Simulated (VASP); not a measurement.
Crystal: CdSe.

```
Cd Se
1.0
     4.31069    0.00000    0.00000
    -2.15535    3.73317    0.00000
     0.00000    0.00000    7.03188
Cd Se
2 2
Direct
  0.66667 0.33333 0.49996
  0.33333 0.66667 0.99996
  0.66667 0.33333 0.87590
  0.33333 0.66667 0.37590
```

The cell is a database's computed one.

Base run:

- Program: VASP 6.6.1
- Functional: r2SCAN
- Potentials or basis: VASP PAW PBE potentials, release 64 (Cd, Se)
- Cutoff: 520 eV
- k mesh: 9 × 9 × 6
- Occupations: gaussian, width 0.02 eV
- Spin: no spin polarisation

Its results: band gap on the k mesh 1.14 eV, direct.

The run is repeated on the same cell with these changes: functional from r2SCAN to TB-mBJ. What comes out?

Band gap on the k mesh 2.00 eV, direct.

Not every run made on this cell is shown here.
